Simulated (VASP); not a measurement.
# TiTe2 (P4/mmm) in VASP: a series of runs

Aim: see how the results for TiTe2 move with the level of theory and the settings. Levels: RPBE+D4, PBE+TS-HI+U, PBEsol, PBEsol+D3, PBEsol+D3(BJ). Tasks: single point, relaxation of cell and atoms.

Everything below comes from runs of VASP 6.6.1. Logs are shortened: lines on timing, memory, paths and dates and some standing lists are left out, and cuts for length are marked.

**1. Starting point**

It takes space group P4/mmm (No. 123, tetragonal). The conventional cell has a = 3.026 Å, b = 3.026 Å, c = 9.302 Å, α = 90.00°, β = 90.00°, γ = 90.00°. Ti (site symmetry 4/mmm) has 2 Te at 2.74 Å and 4 Ti at 3.03 Å as nearest neighbours. Te (site symmetry 4mm) is surrounded by 1 Ti at 2.74 Å and 4 Te at 3.03 Å.

The cell was built by a generator and needn't be a form met in nature.

**2. Single point, RPBE+D4, spin-orbit coupling, no magnetisation**

The input, INCAR:

```
  PREC = Accurate
  ENCUT = 520
  EDIFF = 1E-6
  ISMEAR = -5
  SIGMA = 0.05
  LREAL = False
  LASPH = True
  NELM = 100
  ALGO = Normal
  ISIF = 2
  LWAVE = False
  LCHARG = False
  MAGMOM = 0 0 0 0 0 0 0 0 0
  LORBIT = 11
  LSORBIT = True
  GGA_COMPAT = False
  LMAXMIX = 4
  GGA = RP
  IVDW = 13
```

The input, KPOINTS:

```
regular mesh
0
Gamma
  7 7 3
```

The input, POSCAR:

```
TiTe2
1.0
    3.0255700000      0.0000000000      0.0000000000
    0.0000000000      3.0255700000      0.0000000000
    0.0000000000      0.0000000000      9.3016300000
Ti Te
1 2
Direct
    0.0000000000      0.0000000000      0.0000000000
    0.0000000000      0.0000000000      0.2943100000
    0.0000000000      0.0000000000      0.7056900000
```

Potentials or basis: VASP PAW PBE potentials, release 64 (Ti_sv, Te).

Run with:

```bash
$ cat potpaw_PBE.64/Ti_sv/POTCAR potpaw_PBE.64/Te/POTCAR > POTCAR
$ mpirun -np 1 vasp_ncl > vasp.out
```

OUTCAR:

```text
PREC = Accurate
   ENCUT = 520
   EDIFF = 1E-6
   ISMEAR = -5
   LREAL = False
   LASPH = True
   NELM = 100
   ISIF = 2
   LORBIT = 11
   LSORBIT = True
   GGA = RP
   IVDW = 13

 ion  position               nearest neighbor table
   1  0.000  0.000  0.000-   2 2.74   3 2.74
   2  0.000  0.000  0.294-   1 2.74
   3  0.000  0.000  0.706-   1 2.74

  LATTYP: Found a simple tetragonal cell.
 ALAT       =     3.0255700000
 C/A-ratio  =     3.0743397112

  Lattice vectors:

 A1 = (   3.0255700000,   0.0000000000,   0.0000000000)
 A2 = (   0.0000000000,   3.0255700000,   0.0000000000)
 A3 = (   0.0000000000,   0.0000000000,   9.3016300000)

Analysis of symmetry for initial positions (statically):
=====================================================================
 Subroutine PRICEL returns:
 Original cell was already a primitive cell.

 Routine SETGRP: Setting up the symmetry group for a
 simple tetragonal supercell.

 Subroutine GETGRP returns: Found 16 space group operations
 (whereof 16 operations were pure point group operations)
 out of a pool of 16 trial point group operations.

The static configuration has the point symmetry D_4h.

Analysis of symmetry for dynamics (positions and initial velocities):
=====================================================================
 Subroutine PRICEL returns:
 Original cell was already a primitive cell.

 Routine SETGRP: Setting up the symmetry group for a
 simple tetragonal supercell.

 Subroutine GETGRP returns: Found 16 space group operations
 (whereof 16 operations were pure point group operations)
 out of a pool of 16 trial point group operations.

The dynamic configuration has the point symmetry D_4h.

Analysis of structural, dynamic, and magnetic symmetry:
=====================================================================
 Subroutine PRICEL returns:
 Original cell was already a primitive cell.

[... 869 lines left out ...]

  DFT-D4 for vdW energy calculation

  Edisp (eV):   -2.11432

  FORCE on cell =-STRESS in cart. coord.  units (eV):
  Direction    XX          YY          ZZ          XY          YZ          ZX
  --------------------------------------------------------------------------------------
  -------------------------------------------------------------------------------------
  Total      -0.38202    -0.38202     0.49912     0.00000     0.00000     0.00000
  in kB      -7.18833    -7.18833     9.39165     0.00000     0.00000     0.00000
  external pressure =       -1.66 kB  Pullay stress =        0.00 kB

 VOLUME and BASIS-vectors are now :
 -----------------------------------------------------------------------------
  energy-cutoff  :      520.00
  volume of cell :       85.15
      direct lattice vectors                 reciprocal lattice vectors
     3.025570000  0.000000000  0.000000000     0.330516233  0.000000000  0.000000000
     0.000000000  3.025570000  0.000000000     0.000000000  0.330516233  0.000000000
     0.000000000  0.000000000  9.301630000     0.000000000  0.000000000  0.107508039

 POSITION                                       TOTAL-FORCE (eV/Angst)
 -----------------------------------------------------------------------------------
      0.00000      0.00000      0.00000        -0.000000      0.000000     -0.000000
      0.00000      0.00000      2.73756        -0.000000     -0.000000      0.137712
      0.00000      0.00000      6.56407         0.000000      0.000000     -0.137712
 -----------------------------------------------------------------------------------
    total drift:                                0.000000     -0.000000     -0.000000

  FREE ENERGIE OF THE ION-ELECTRON SYSTEM (eV)
  ---------------------------------------------------
  free  energy   TOTEN  =       -14.6062402831 eV

  energy  without entropy=      -14.6062402831  energy(sigma->0) =      -14.60624028

 Spin-Orbit-Coupling matrix elements

 Ion:    1  E_soc:     -0.0123587
 l=   1
     0.0000000    -0.0019038    -0.0016978
    -0.0019038     0.0000000    -0.0019038
    -0.0016978    -0.0019038     0.0000000
 l=   2
     0.0000000    -0.0000001     0.0000000    -0.0000001    -0.0001189
    -0.0000001     0.0000000    -0.0002001    -0.0000263    -0.0000642
     0.0000000    -0.0002001     0.0000000    -0.0002001     0.0000000
    -0.0000001    -0.0000263    -0.0002001     0.0000000    -0.0000642
    -0.0001189    -0.0000642     0.0000000    -0.0000642     0.0000000
 l=   3
     0.0000000     0.0000000     0.0000000     0.0000000     0.0000000     0.0000000     0.0000000
     0.0000000     0.0000000     0.0000000     0.0000000     0.0000000     0.0000000     0.0000000
     0.0000000     0.0000000     0.0000000     0.0000000     0.0000000     0.0000000     0.0000000
     0.0000000     0.0000000     0.0000000     0.0000000     0.0000000     0.0000000     0.0000000
[... 29 lines left out ...]
 l=   2
     0.0000000     0.0000050     0.0000000     0.0000050    -0.0000933
     0.0000050     0.0000000    -0.0000904    -0.0000204    -0.0000751
     0.0000000    -0.0000904     0.0000000    -0.0000904     0.0000000
     0.0000050    -0.0000204    -0.0000904     0.0000000    -0.0000751
    -0.0000933    -0.0000751     0.0000000    -0.0000751     0.0000000
 l=   3
     0.0000000     0.0000000     0.0000000     0.0000000     0.0000000     0.0000000     0.0000000
     0.0000000     0.0000000     0.0000000     0.0000000     0.0000000     0.0000000     0.0000000
     0.0000000     0.0000000     0.0000000     0.0000000     0.0000000     0.0000000     0.0000000
     0.0000000     0.0000000     0.0000000     0.0000000     0.0000000     0.0000000     0.0000000
     0.0000000     0.0000000     0.0000000     0.0000000     0.0000000     0.0000000     0.0000000
     0.0000000     0.0000000     0.0000000     0.0000000     0.0000000     0.0000000     0.0000000
     0.0000000     0.0000000     0.0000000     0.0000000     0.0000000     0.0000000     0.0000000

 total charge

# of ion       s       p       d       tot
------------------------------------------
    1        2.194   6.053   1.886  10.133
    2        1.418   1.894   0.057   3.369
    3        1.418   1.894   0.057   3.369
--------------------------------------------------
tot          5.030   9.841   1.999  16.870

 magnetization (x)

# of ion       s       p       d       tot
------------------------------------------
    1        0.000   0.000  -0.000  -0.000
    2        0.000   0.000   0.000   0.000
    3        0.000   0.000   0.000   0.000
--------------------------------------------------
tot          0.000   0.000  -0.000  -0.000

 magnetization (y)

# of ion       s       p       d       tot
------------------------------------------
    1        0.000  -0.000   0.000  -0.000
    2        0.000   0.000  -0.000  -0.000
    3        0.000   0.000  -0.000  -0.000
--------------------------------------------------
tot          0.000  -0.000  -0.000  -0.000

 magnetization (z)

# of ion       s       p       d       tot
------------------------------------------
    1        0.000   0.000   0.000   0.000
    2        0.000   0.000   0.000   0.000
    3        0.000   0.000   0.000   0.000
--------------------------------------------------
tot          0.000   0.000   0.000   0.000
```

It took 2.3 min on 1 thread of Intel Xeon Platinum 8259CL at 2.50GHz (Skylake/Cascade Lake), shared host; peak memory 0.4 GiB.

Results:

```yaml
Free_energy: -14.6062 eV
Pressure: -0.2 GPa
Largest_force: 0.138 eV/Å
Valence_electrons_inside_the_program's_atomic_spheres: Ti 10.13; Te 3.37
Dispersion_energy_per_atom: -0.705 eV
```

Forces in eV/Å, atoms in the order of the input:
```
Ti   0.000  0.000  0.000
Te   0.000  0.000  0.138
Te   0.000  0.000 -0.138
```

Stress tensor (GPa, compression positive):
```
-0.72  0.00  0.00
 0.00 -0.72  0.00
 0.00  0.00  0.94
```

Caveat: the PAW data sets were made with another functional, which shifts forces and pressure a little.

**3. Relaxation of cell and atoms, PBE+TS-HI+U**

The input, run.py:

```python
from ase.calculators.vasp import Vasp
from ase.filters import FrechetCellFilter
from ase.io import read
from ase.optimize import LBFGS

atoms = read('POSCAR')
calc = Vasp(
    directory='calc',
    xc='pbe',
    pp='PBE',
    setups='minimal',
    pp_version='54',
    prec='Accurate',
    encut=580,
    ediff=1e-07,
    ismear=0,
    sigma=0.1,
    lreal=False,
    lasph=True,
    nelm=100,
    algo='Normal',
    isif=2,
    lwave=False,
    lcharg=False,
    lmaxmix=4,
    ldautype=1,
    ldauprint=1,
    ivdw=21,
    ldau_luj={'Ti': {'L': 2, 'U': 5.3, 'J': 0.5}},
    kpts=[9, 9, 3],
    gamma=True,
)
atoms.calc = calc
opt = LBFGS(FrechetCellFilter(atoms), trajectory='relax.traj')
converged = opt.run(fmax=0.02, steps=40)
print('converged:', converged)

print('energy (eV):', atoms.get_potential_energy())
print('free energy (eV):', atoms.get_potential_energy(force_consistent=True))
print('forces (eV/A):')
print(atoms.get_forces())
print('stress (eV/A^3, Voigt):', atoms.get_stress())
print('Fermi level (eV):', calc.get_fermi_level())
print('cell (A, degrees):', atoms.cell.cellpar())
print('volume (A^3):', atoms.get_volume())
print('scaled positions:')
print(atoms.get_scaled_positions())
```

POSCAR is that of step 2.

Potentials or basis: VASP PAW PBE potentials, release 54 (Ti, Te).

Run with:

```bash
$ python run.py
```

Log:

```text
Step     Time          Energy          fmax
LBFGS:    0 --:--:--      -10.585929        1.011774
LBFGS:    1 --:--:--      -10.622966        0.848789
LBFGS:    2 --:--:--      -10.705597        0.155159
LBFGS:    3 --:--:--      -10.707622        0.131085
LBFGS:    4 --:--:--      -10.709182        0.122579
LBFGS:    5 --:--:--      -10.710401        0.088385
LBFGS:    6 --:--:--      -10.711050        0.062147
LBFGS:    7 --:--:--      -10.711455        0.105527
LBFGS:    8 --:--:--      -10.711800        0.130669
LBFGS:    9 --:--:--      -10.712395        0.137318
LBFGS:   10 --:--:--      -10.713434        0.107968
LBFGS:   11 --:--:--      -10.714242        0.048572
LBFGS:   12 --:--:--      -10.714522        0.008189
converged: True
energy (eV): -10.708897689999999
free energy (eV): -10.71452205
forces (eV/A):
[[-0.         0.         0.       ]
 [ 0.         0.         0.0058109]
 [-0.        -0.        -0.0058109]]
stress (eV/A^3, Voigt): [-0.00025272 -0.00025272 -0.00025989 -0.         -0.         -0.        ]
Fermi level (eV): 4.88978167
cell (A, degrees): [ 3.13023105  3.13023105  9.64781701 90.         90.         90.        ]
volume (A^3): 94.53265316266815
scaled positions:
[[0.         0.         0.        ]
 [0.         0.         0.29041136]
 [0.         0.         0.70958864]]
```

OUTCAR:

```text
ENCUT = 580.000000
   EDIFF = 1.00e-07
   GGA = PE
   PREC = Accurate
   ISIF = 2
   ISMEAR = 0
   NELM = 100
   IVDW = 21
   LASPH = .TRUE.
   LREAL = .FALSE.
  IVDW =  21

 ion  position               nearest neighbor table
   1  0.000  0.000  0.000-   2 2.80   3 2.80
   2  0.000  0.000  0.290-   1 2.80
[... 615 lines left out ...]
  Total       0.02389     0.02389     0.02457     0.00000     0.00000     0.00000
  in kB       0.40491     0.40491     0.41640     0.00000     0.00000     0.00000
  external pressure =        0.41 kB  Pullay stress =        0.00 kB

 VOLUME and BASIS-vectors are now :
 -----------------------------------------------------------------------------
  energy-cutoff  :      580.00
  volume of cell :       94.53
      direct lattice vectors                 reciprocal lattice vectors
     3.130231048  0.000000000  0.000000000     0.319465236  0.000000000  0.000000000
     0.000000000  3.130231048  0.000000000     0.000000000  0.319465236  0.000000000
     0.000000000  0.000000000  9.647817006     0.000000000  0.000000000  0.103650390

 POSITION                                       TOTAL-FORCE (eV/Angst)
 -----------------------------------------------------------------------------------
      0.00000      0.00000      0.00000        -0.000000      0.000000      0.000000
      0.00000      0.00000      2.80184         0.000000      0.000000      0.005811
      0.00000      0.00000      6.84598        -0.000000     -0.000000     -0.005811
 -----------------------------------------------------------------------------------
    total drift:                                0.000000      0.000000      0.000000

  FREE ENERGIE OF THE ION-ELECTRON SYSTEM (eV)
  ---------------------------------------------------
  free  energy   TOTEN  =       -10.7145220505 eV

  energy  without entropy=      -10.7032733389  energy(sigma->0) =      -10.70889769
```

INCAR:

```text
ENCUT = 580.000000
SIGMA = 0.100000
EDIFF = 1.00e-07
ALGO = Normal
GGA = PE
PREC = Accurate
ISIF = 2
ISMEAR = 0
LDAUPRINT = 1
LDAUTYPE = 1
LMAXMIX = 4
NELM = 100
IVDW = 21
LASPH = .TRUE.
LCHARG = .FALSE.
LWAVE = .FALSE.
LREAL = .FALSE.
LDAU = .TRUE.
LDAUL = 2 -1
LDAUU = 5.300 0.000
LDAUJ = 0.500 0.000
```

Wall time 22 min (1 thread of Intel Xeon Platinum 8259CL at 2.50GHz (Skylake/Cascade Lake), shared host); peak memory 0.25 GiB.

Results:

| Property | Result |
| --- | --- |
| Free energy | -10.7145 eV |
| Relaxed volume | 31.51 Å³/atom |
| Relaxed cell | a = 3.130 Å, b = 3.130 Å, c = 9.648 Å, α = 90.00°, β = 90.00°, γ = 90.00° |
| Space group after relaxing (to 0.05 Å) | P4/mmm (No. 123) |
| Energy gained by relaxing | 44.1 meV/atom |
| Ionic steps | 13 |
| Pressure after relaxing | 0.0 GPa |
| Largest force after relaxing | 0.006 eV/Å |
| Band gap on the k mesh | none (metal or under the smearing width) |
| Hirshfeld charges | Ti +0.08; Te -0.04 e |
| Dispersion energy per atom | -0.283 eV |

Forces in eV/Å, atoms in the order of the input:
```
Ti   0.000  0.000  0.000
Te   0.000  0.000  0.006
Te   0.000  0.000 -0.006
```

Step by step:
| step | energy change (eV) | largest force (eV/Å) | pressure (GPa) | volume (Å³) |
| --- | --- | --- | --- | --- |
| 1 | 0.0000 | 0.3393 | 5.22 | 85.15 |
| 2 | -0.0380 | 0.2464 | 4.25 | 86.28 |
| 3 | -0.1230 | 0.1104 | 0.47 | 91.72 |
| 4 | -0.1248 | 0.1284 | 0.16 | 92.38 |
| 5 | -0.1260 | 0.1200 | -0.03 | 92.93 |
| 6 | -0.1268 | 0.0866 | -0.08 | 93.29 |
| 7 | -0.1277 | 0.0520 | -0.04 | 93.36 |
| 8 | -0.1285 | 0.0239 | 0.06 | 93.25 |
| 9 | -0.1291 | 0.0027 | 0.17 | 93.12 |
| 10 | -0.1300 | 0.0140 | 0.26 | 93.11 |
| 11 | -0.1313 | 0.0254 | 0.30 | 93.42 |
| 12 | -0.1322 | 0.0164 | 0.18 | 94.04 |
| 13 | -0.1323 | 0.0058 | 0.04 | 94.53 |

Final structure:
```
CELL_PARAMETERS angstrom
3.13023 0.00000 0.00000
0.00000 3.13023 0.00000
0.00000 0.00000 9.64782
ATOMIC_POSITIONS crystal
Ti 0.00000 0.00000 0.00000
Te 0.00000 0.00000 0.29041
Te 0.00000 0.00000 0.70959
```

Eigenvalues of the final occupation matrices:
| site | spin | trace | eigenvalues |
| --- | --- | --- | --- |
| site 1 d | 1 | 1.05 | 0.03 0.03 0.08 0.45 0.47 |
| site 1 d | 2 | 1.05 | 0.03 0.03 0.08 0.45 0.47 |

Caveat: U without spin polarisation on a metal has little footing; the U is typed as a test and isn't derived for this compound.

[end of part 1 of 2]
